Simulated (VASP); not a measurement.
Here is a VASP 6.6.1 calculation.

INCAR

```
SYSTEM = PtSe2
PREC     = Accurate       ! precision mode
ENCUT    = 520            ! plane-wave cutoff, eV
EDIFF    = 1E-7           ! SCF threshold, eV
ISMEAR   = -5             ! smearing method
SIGMA    = 0.1            ! smearing width, eV
LREAL    = .False.        ! projectors in reciprocal space
LASPH    = .True.         ! aspherical terms in the spheres
NELM     = 100            ! most SCF steps
ALGO     = Normal         ! electronic algorithm
ISIF     = 2              ! what is computed and relaxed
LWAVE    = .False.        ! write WAVECAR
LCHARG   = .True.         ! write CHGCAR
GGA      = PE             ! functional
LELF     = .True.         ! ELF
LVHAR    = .True.       
NBANDS   = 18             ! bands
```

File KPOINTS:

```
Automatic mesh
0
Gamma
  6 6 4
  0 0 0
```

Contents of POSCAR:

```
PtSe2
1.0
    3.7286599689      0.0000000000      0.0000000000
   -1.8643299844      3.2291142551      0.0000000000
    0.0000000000      0.0000000000      5.2770333368
Pt Se
1 2
Direct
    0.0000000000      0.0000000000      0.0000000000
    0.3333333333      0.6666666667      0.2462223103
    0.6666666667      0.3333333333      0.7537776897
```

Potentials or basis: VASP PAW PBE potentials, release 64 (Pt, Se).

The run is started by

```sh
$ cat potpaw_PBE.64/Pt/POTCAR potpaw_PBE.64/Se/POTCAR > POTCAR
$ mpirun -np 1 vasp_std > vasp.out
```

Problem. Estimate the largest force.

Solution. 0.143 eV/Å.

Problem. Predict the pressure.

Solution. 3.8 GPa.

Problem. Predict the band gap on the k mesh.

Solution. None (metal or under the smearing width).

Forces in eV/Å, atoms in the order of the input:
```
Pt   0.000  0.000  0.000
Se   0.000  0.000  0.143
Se   0.000  0.000 -0.143
```

Caveat: tetrahedron occupations give inexact forces and stress in metals. Spin-orbit coupling is left out, which matters for the levels of Pt.
